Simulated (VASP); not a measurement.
# InP (F-43m) in VASP: a series of runs, part 2 of 2

VASP 6.6.1. The steps go on from the part before.

## 3. Born charges and dielectric tensor, PBE

INCAR reads:

```
SYSTEM = InP
PREC = Accurate ; ENCUT = 520
EDIFF = 1E-8 ; ISMEAR = 0
SIGMA = 0.02 ; LREAL = .False.
LASPH = .True. ; NELM = 100
ALGO = Normal ; ISIF = 2
LWAVE = .False. ; LCHARG = .False.
GGA = PE ; LEPSILON = .True.
IBRION = 8 ; NSW = 1
```

KPOINTS reads:

```
regular mesh
0
Gamma
  6 6 6
  0 0 0
```

POSCAR reads:

```
InP                                     
1.0
    0.0000000000      2.9786283028      2.9786283028
    2.9786283028      0.0000000000      2.9786283028
    2.9786283028      2.9786283028      0.0000000000
  In              P             
     1     1
Direct
     0.0000000000000000    0.0000000000000000    0.0000000000000000
     0.2500000000000000    0.2500000000000000    0.2500000000000000
```

Potentials or basis: VASP PAW PBE potentials, release 64 (In_d, P).

On the command line:

```bash
$ cat potpaw_PBE.64/In_d/POTCAR potpaw_PBE.64/P/POTCAR > POTCAR
$ mpirun -np 1 vasp_std > vasp.out
```

OUTCAR:

```text
SYSTEM = InP
   PREC = Accurate
   ENCUT = 520
   EDIFF = 1E-8
   ISMEAR = 0
   LREAL = .False.
   LASPH = .True.
   NELM = 100
   ISIF = 2
   GGA = PE
   LEPSILON = .True.
   IBRION = 8
   NSW = 1

 ion  position               nearest neighbor table
   1  0.000  0.000  0.000-   2 2.58   2 2.58   2 2.58   2 2.58
   2  0.250  0.250  0.250-   1 2.58   1 2.58   1 2.58   1 2.58

  LATTYP: Found a face centered cubic cell.
[... 576 lines left out ...]
      1.489314  1.489314  1.489314     0.887149   -0.000000    0.000000
[... 21 lines left out ...]
   6 f/i=    0.005361 THz     0.033681 2PiTHz    0.178809 cm-1     0.022170 meV
             X         Y         Z           dx          dy          dz
      0.000000  0.000000  0.000000    -0.867647   -0.184996    0.000000
      1.489314  1.489314  1.489314    -0.451337   -0.096232    0.000000

--------------------------------------------------------------------------------------------------------

 MACROSCOPIC STATIC DIELECTRIC TENSOR IONIC CONTRIBUTION
 ------------------------------------------------------
           4.488189    -0.000000     0.000000
          -0.000000     4.488189    -0.000000
           0.000000    -0.000000     4.488189
 ------------------------------------------------------

 ELASTIC MODULI CONTR FROM IONIC RELAXATION (kBar)
 Direction    XX          YY          ZZ          XY          YZ          ZX
 --------------------------------------------------------------------------------
 XX          -0.0000     -0.0000     -0.0000     -0.0000      0.0000      0.0000
 YY          -0.0000     -0.0000     -0.0000     -0.0000     -0.0000      0.0000
 ZZ          -0.0000     -0.0000     -0.0000     -0.0000     -0.0000      0.0000
 XY          -0.0000     -0.0000     -0.0000   -175.1304      0.0000      0.0000
 YZ           0.0000     -0.0000     -0.0000      0.0000   -175.1304      0.0000
 ZX           0.0000      0.0000      0.0000      0.0000      0.0000   -175.1304
 --------------------------------------------------------------------------------

 PIEZOELECTRIC TENSOR IONIC CONTR  for field in x, y, z        (C/m^2)
          XX          YY          ZZ          XY          YZ          ZX
  --------------------------------------------------------------------------------
  x     0.00000     0.00000     0.00000     0.00000     0.83424    -0.00000
  y    -0.00000    -0.00000    -0.00000    -0.00000    -0.00000     0.83424
  z     0.00000     0.00000     0.00000     0.83424     0.00000    -0.00000
```

It took 4.6 min on 1 thread of Intel Xeon Platinum 8259CL at 2.50GHz (Skylake/Cascade Lake), shared host; peak memory 0.25 GiB.

What came out:

```
Band gap on the k mesh                                  : 0.44 eV, direct
Electronic dielectric tensor (diagonal)                 : 46.23
Born charges (mean of the diagonal)                     : In +3.08; P -3.08 e
Highest phonon frequency at Γ, LO-TO splitting left out : 284 cm⁻¹
```

Phonon frequencies in cm⁻¹ (negative: imaginary):
```tsv
q point	frequencies
(0.000, 0.000, 0.000)	0 0 0 284 284 284
```

Electronic dielectric tensor:
```
46.23  0.00  0.00
 0.00 46.23  0.00
 0.00  0.00 46.23
```

Born effective charge tensors (e):
atom 1, In
```
3.08 0.00 0.00
0.00 3.08 0.00
0.00 0.00 3.08
```
atom 2, P
```
-3.08  0.00  0.00
 0.00 -3.08  0.00
 0.00  0.00 -3.08
```

Caveat: the gap is small at this level, which inflates the dielectric constant; spin-orbit coupling is left out, which moves the levels of the heavy elements.

## 4. Comparison with measurements

Step 2. A measured gap of InP is 1.4236 eV (direct; 1.6 K; a printed reference work, data compilation); the calculated 0.44 eV misses it by -0.98 eV. Spin-orbit coupling on In is left out. The value is that of PBE, without temperature or zero-point motion. Semilocal functionals fall short of measured gaps as a rule.

Step 3. Against the measured gap of InP, 1.4236 eV (direct; 1.6 K; a printed reference work, data compilation), the calculated 0.44 eV is off by -0.98 eV. Spin-orbit coupling on In is left out. The value is that of PBE, without temperature or zero-point motion. Semilocal functionals fall short of measured gaps as a rule. Measured high-frequency dielectric constant of InP: 9.61 (300 K; a printed reference work, textbook). This calculation gives 46.23 (+381.1 %). So large a miss can be the level of theory's own, or it may mean another phase, state or a wrong row.
